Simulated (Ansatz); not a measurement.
Input for Ansatz (plane-wave DFT, PAW):

```yaml
crystal:
  lattice:
    - [3.7441022881, 0.0, 0.0]
    - [0.0, 3.7441022881, 0.0]
    - [0.0, 0.0, 3.6869875081]
  atoms:
    - { symbol: In, position: [0.0, 0.0, -0.0393943564] }
    - { symbol: Sb, position: [0.5, 0.5, 0.5393943564] }
basis:
  ecutwfc: 420
kpoints:
  mp_grid: { grid: [10, 10, 10] }
hamiltonian:
  xc: pbesol
scf:
  occupations: { method: gaussian, width: 0.1 }
output:
  forces: true
  stress: true
  eigenvalues: true
```

It can be run as
```bash
ansatz run input.yaml --threads 1 --pin off --backend cpu --events-out ev --progress --plain --runs-dir out  # memory cap (--max-ram) not shown
```

Level of theory: Ansatz 0.2.0, DFT PBEsol, scalar-relativistic, plane waves, PAW.

From the run's log, abridged:

```
Pseudopotentials: kind: paw
Pseudopotential: In, paw, valence charge 13, recommended cutoff 420 eV (normal)
Pseudopotential: Sb, paw, valence charge 15, recommended cutoff 420 eV (normal)
Functional definition: PBEsol
Crystal: 2 atoms, lattice volume = 51.685 Å³
Basis set: ecut = 420 eV, 1021 PW (Γ), exchange–correlation on 54×54×50 points (8 copies of the dense FFT grid, shifted against one another)
Bands: 18, of which v1, the nominal top of the filled ones, is band 14 counted from 1 (13 counted from 0)
Symmetry: 8 space group operations
Space group: P4mm (ITA 99), of the structure as read, at distance tolerance 3.7e-5 Å
k-points: 126 of 1000 (time reversal used)
Initial density: superposition of atomic densities (neutral atoms: chi_scale 0, normalization atom), corrected by the library's trained network
Initial wavefunctions: pseudopotential atomic-orbital guess
Functional: x = pbesol(κ = 0.804, μ = 0.12345679), c = pbesol(β = 0.046)
SCF iter   1: F=—  HF=-11933.281352 eV  |F-HF|=—  |Δ(HF+E_count)|=         —  Δρ=3.09e-3  dr2=4.77e-3  ethr=1.77e-3  ⟨swp⟩=6.3  Hψ=25517  notcnv=0  defer=67
automatic band count: the SCF goes on with 22 bands, as 18 were too few: the levels above may hold too much charge
SCF iter   2: F=—  HF=-11933.278080 eV  |F-HF|=—  |Δ(HF+E_count)|=   3.27e-3  Δρ=1.71e-3  dr2=1.42e-3  ethr=1.70e-5  ⟨swp⟩=2.2  Hψ=4516  notcnv=0  defer=87
SCF iter   3: F=—  HF=-11933.277565 eV  |F-HF|=—  |Δ(HF+E_count)|=   5.16e-4  Δρ=4.37e-4  dr2=8.58e-5  ethr=5.09e-6  ⟨swp⟩=2.0  Hψ=4182  notcnv=0  defer=87
SCF iter   4: F=—  HF=-11933.277517 eV  |F-HF|=—  |Δ(HF+E_count)|=   4.80e-5  Δρ=1.39e-4  dr2=1.85e-5  ethr=3.06e-7  ⟨swp⟩=2.0  Hψ=4144  notcnv=0  defer=87
SCF iter   5: F=—  HF=-11933.277511 eV  |F-HF|=—  |Δ(HF+E_count)|=   6.09e-6  Δρ=2.55e-5  dr2=5.42e-7  ethr=6.59e-8  ⟨swp⟩=2.1  Hψ=2875  notcnv=0  defer=87
SCF iter   6: F=-11933.277510 eV  HF=-11933.277510 eV  |F-HF|=2.18e-8  |Δ(HF+E_count)|=   1.33e-7  Δρ=1.04e-5  dr2=3.48e-8  ethr=3.57e-10  ⟨swp⟩=10.1  Hψ=16072  notcnv=0
SCF 1 converged in 6 iterations: F = -11933.277510 eV  dr2 = 3.48e-8
SCF converged after 6 iterations
Free energy (F): -11933.277510 eV
Harris-Foulkes:  -11933.277510 eV  (|F-HF|=2.18e-8)
Internal energy: -11933.272368 eV  (E = F + TS)
E sigma→0 (E₀):  -11933.274939 eV
Entropy (-TS):   -0.005143 eV (-2.571 meV/atom)
Fermi energy:    11.133663 eV
--- Per-component energies (eV) ---
  E_band       = -161.162954
  E_kinetic    = 450.011596
  E_local      = -2499.578612  (includes V_loc(G=0)·N_el)
  E_nonlocal   = 731.441923
  E_hartree    = 1073.539996
  E_xc         = -352.137094
  E_vxc        = -197.823650  (∫ρ·V_xc dr)
  E_paw        = -8580.913692  (= ΣΔE_a)
  E_vpaw       = -792.287755  (= ΣTr[D̂ρ^β])
  E_aug_tail   = 0.000023  (compensation charges beyond the density's cutoff)
  E_ewald      = -2756.204269
  E_core_change = 0.567760  (= ΣΔE_core)
  E_smearing   = -0.005143  (= −TS)
--- Forces (eV/Å), atoms counted from 1 ---
  atom   1  In     0.00000000     0.00000000     0.41084468
  atom   2  Sb     0.00000000     0.00000000    -0.41084150
--- Stress (GPa, compression-positive) ---
        1.841120       0.000000       0.000000
        0.000000       1.841120       0.000000
        0.000000       0.000000      -0.118171
  P = ⅓ Tr σ = 1.1880 GPa (11.880 kbar)
--- Band table (eV; the first three rows and the last of 126) ---
  k-point 0: bands = ["-17.8766", "-17.8697", "-17.8555", "-17.8555", "-17.8545", "-3.4371", "-3.4229", "-3.3030", "-3.2975", "-3.2975", "-0.7244", "9.2428", "10.2553", "10.2553", "10.7676", "14.9369", "15.1093", "19.9087", "19.9087", "20.4396", "23.4302", "23.4302"]
  k-point 1: bands = ["-17.8740", "-17.8696", "-17.8562", "-17.8562", "-17.8544", "-3.4251", "-3.4220", "-3.3034", "-3.3034", "-3.3028", "-0.6217", "8.4795", "10.3741", "10.3741", "10.9816", "15.1918", "15.7108", "19.4323", "19.4323", "19.7477", "22.7109", "22.8535"]
  k-point 2: bands = ["-17.8693", "-17.8673", "-17.8580", "-17.8580", "-17.8542", "-3.4197", "-3.3942", "-3.3189", "-3.3189", "-3.3022", "-0.3199", "7.0539", "10.7193", "10.7193", "11.3564", "15.4377", "16.8988", "18.2496", "18.2496", "19.0082", "21.1962", "22.8202"]
  k-point 125: bands = ["-17.8694", "-17.8694", "-17.8673", "-17.8366", "-17.8335", "-3.4449", "-3.4281", "-3.4281", "-3.2186", "-3.2160", "3.4870", "8.5867", "8.5867", "8.6570", "8.8291", "10.5978", "10.9379", "10.9379", "27.8804", "27.8804", "28.4402", "29.9533"]
```

Self-consistency was reached.